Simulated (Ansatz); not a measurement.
# Hf: the cost of one run

Method: DFT PBE, scalar-relativistic, plane waves, PAW, in Ansatz 0.2.0.

**1. The system as given**

It takes space group Pm-3m (No. 221, cubic). Conventional cell: a = 2.857 Å, b = 2.857 Å, c = 2.857 Å, α = 90.00°, β = 90.00°, γ = 90.00°. Hf (site symmetry m-3m) is surrounded by 6 Hf at 2.86 Å.

Coordinates:

```
Hf
1.0
     2.85664    0.00000    0.00000
     0.00000    2.85664    0.00000
     0.00000    0.00000    2.85664
Hf
1
Cartesian
  0.0000 0.0000 0.0000
```

This is candidate A: simple cubic type (Pm-3m, No. 221).

(A quick probe on a coarse mesh, which set the mesh and smearing, is not shown.)

**3. Rough relaxation on the coarse mesh (candidate A)**

input.yaml

```yaml
crystal:
  lattice:
    - [2.8566409408, 0.0, 0.0]
    - [0.0, 2.8566409408, 0.0]
    - [0.0, 0.0, 2.8566409408]
  atoms:
    - { symbol: Hf, position: [0.0, 0.0, 0.0] }
basis:
  ecutwfc: 420
kpoints:
  mp_grid: { grid: [6, 6, 6] }
hamiltonian:
  xc: pbe
scf:
  occupations: { method: gaussian, width: 0.1 }
  lower_state_search: "off"
output:
  forces: true
  stress: true
  eigenvalues: true
relax:
  adjacent_minimum: "off"
  f_tol: 0.04
  max_steps: 70
  cell: { stress_tol: 0.4 }
```

**Question.** How long does this run take on 1 thread of an x86-64 CPU, shared host, and how much memory does it need?

About 2.7 s, with a peak of 0.42 GiB.
